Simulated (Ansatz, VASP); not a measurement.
# Two plane-wave programs on LiH

```xyz
4
Lattice="3.2556 0.0000 0.0000 -1.6278 2.8194 0.0000 0.0000 0.0000 4.0724" Properties=species:S:1:pos:R:3 pbc="T T T"
Li    0.0000    1.8796   -0.2546
Li    1.6278    0.9398    1.7816
H     0.0000    1.8796    1.7817
H     1.6278    0.9398    3.8179
```

Alike in both runs: task single point; functional PBE; k mesh 9 × 9 × 6; no spin polarisation.

|  | VASP | Ansatz |
| --- | --- | --- |
| version | VASP 6.6.1 | Ansatz 0.2.0 |
| potentials or method | VASP PAW PBE potentials, release 64 (Li_sv, H) | plane waves, PAW |
| plane-wave cutoff (eV) | 520 | 420 |
| occupations | gaussian, width 0.01 eV | fixed |
| valence electrons in the cell | 8 | 8 |

VASP gave:

```
gap on the k mesh at the Fermi level (eV) : 1.84
```

Q: What did Ansatz give for the same quantities?

A: gap on the k mesh at the Fermi level (eV): 1.85.

Caveats: an odd mesh through Γ misses points on the zone boundary, where band edges often lie.
